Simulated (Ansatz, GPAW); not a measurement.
Given: the input of a run of Ansatz 0.2.0 on Ni. 

Contents of input.yaml:

```yaml
crystal:
  lattice:
    - [0.0, 1.737572933, 1.737572933]
    - [1.737572933, 0.0, 1.737572933]
    - [1.737572933, 1.737572933, 0.0]
  atoms:
    - { symbol: Ni, position: [0.0, 0.0, 0.0], spin: 1.0 }
kpoints:
  mp_grid: { grid: [13, 13, 13] }
scf:
  occupations: { method: gaussian, width: 0.015 }
hamiltonian:
  xc: pbe
  pseudopotentials: { kind: all_electron, lapw: { basis_error: 0.001 } }
magnetization:
  spin_polarized: true
output:
  forces: true
  stress: true
  eigenvalues: true
```

Potentials or basis: all-electron LAPW, scalar-relativistic.

The run is started by

```console
$ ansatz run input.yaml --threads 2 --pin off --max-ram 6144MiB --backend cpu --events-out ev --progress --plain --runs-dir out
```

Set up the same calculation for GPAW 26.7.0 (ASE script). Potentials or basis there: GPAW PAW data sets (gpaw-data 1.2.1), cutoff 600 eV.

As run (cutoffs and basis follow the program's own potentials, and thresholds, step limits or extra output files can differ):

The input run.py:

```python
from ase.dft.bandgap import bandgap
from ase.io import read, write
from ase.units import Bohr, GPa
from gpaw import GPAW, PW
from gpaw.elf import elf_from_dft_calculation

atoms = read('Ni.xyz')
atoms.set_initial_magnetic_moments([1.0])

calc = GPAW(mode=PW(600),
            xc='PBE',
            kpts={'size': (13, 13, 13), 'gamma': True},
            occupations={'name': 'methfessel-paxton', 'order': 0, 'width': 0.015},
            nbands=17,
            convergence={'density': 1e-05, 'energy': 1e-05},
            maxiter=150,
            txt='gpaw.txt')
atoms.calc = calc
energy = atoms.get_potential_energy()
forces = atoms.get_forces()
stress = atoms.get_stress()
calc.write('gs.gpw')
write('result.traj', atoms)
print(f'Energy: {energy:.6f} eV')
print('Forces (eV/A):')
print(forces.round(4))
print('Stress (GPa):', (stress / GPa).round(3))
print('Moments:', calc.get_magnetic_moments().round(3))
print('Fermi level:', round(calc.get_fermi_level(), 4), 'eV')
print(f'Gap: {bandgap(calc)[0]:.4f} eV, direct: {bandgap(calc, direct=True)[0]:.4f} eV')

# fields on the real-space grid
write('density.cube', atoms, data=calc.get_pseudo_density() * Bohr**3)
write('potential.cube', atoms, data=calc.get_electrostatic_potential())
write('spin.cube', atoms, data=(calc.get_pseudo_density(spin=0) - calc.get_pseudo_density(spin=1)) * Bohr**3)
write('elf.cube', atoms, data=elf_from_dft_calculation(calc).data)
```

Ni.xyz

```xyz
1
Lattice="0.0000000000 1.7375729330 1.7375729330 1.7375729330 0.0000000000 1.7375729330 1.7375729330 1.7375729330 0.0000000000" Properties=species:S:1:pos:R:3 pbc="T T T"
Ni     0.0000000000      0.0000000000      0.0000000000
```

Potentials or basis: GPAW PAW data sets (gpaw-data 1.2.1), pw.

The run is started by

```bash
$ OMP_NUM_THREADS=1 python run.py
```

Both were run:

|  | Ansatz | GPAW |
| --- | --- | --- |
| Pressure | 8.0 GPa | 10.5 GPa |
| Net moment | 0.64 μB per cell | 0.64 μB per cell |

Where Ansatz's input types no cutoff or centring, it takes its own default and a Γ-centred mesh.

The magnetic state is the one that the start led to; the real crystal's order can differ.

Pressure is positive in compression.
